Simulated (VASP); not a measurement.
The system is Al.

```
Al
1.0
    -1.59122    1.59122    1.59122
     1.59122   -1.59122    1.59122
     1.59122    1.59122   -1.59122
Al
1
Cartesian
  0.0000 0.0000 0.0000
```

This isn't the form of Al at room conditions, which is fcc.

```yaml
Program: VASP 6.6.1
Task: single point
Functional: PBEsol
Potentials_or_basis: VASP PAW PBE potentials, release 64 (Al)
Cutoff: 900 eV
k_mesh: 18 × 18 × 18
Occupations: methfessel-paxton, width 0.1 eV
Spin: no spin polarisation
```

On this cell: pressure 2.4 GPa; band gap on the k mesh none (metal or under the smearing width).

The same run follows on a disturbed copy (grid = ENCUT=900 k=18x18x18 ISMEAR=1 SIGMA=0.1 PREC=Accurate EDIFF=1e-08 LREAL=False ADDGRID=False LASPH=True; cell strained at random at fixed volume):

```
CELL_PARAMETERS angstrom
-1.55052 1.61510 1.59017
1.59723 -1.61590 1.63769
1.52186 1.58724 -1.59098
ATOMIC_POSITIONS crystal
Al 0.95726 0.98331 0.94215
```

Q: What does the disturbed cell give?

A: The energy (extrapolated to zero smearing) moves by +2.9 meV/atom; pressure 2.3 GPa; band gap on the k mesh none (metal or under the smearing width).

Stress tensor (GPa, compression positive):
```
 1.49  1.13 -1.96
 1.13  2.63 -0.21
-1.96 -0.21  2.93
```

Caveats: the PAW data sets were made with another functional, which shifts forces and pressure a little.
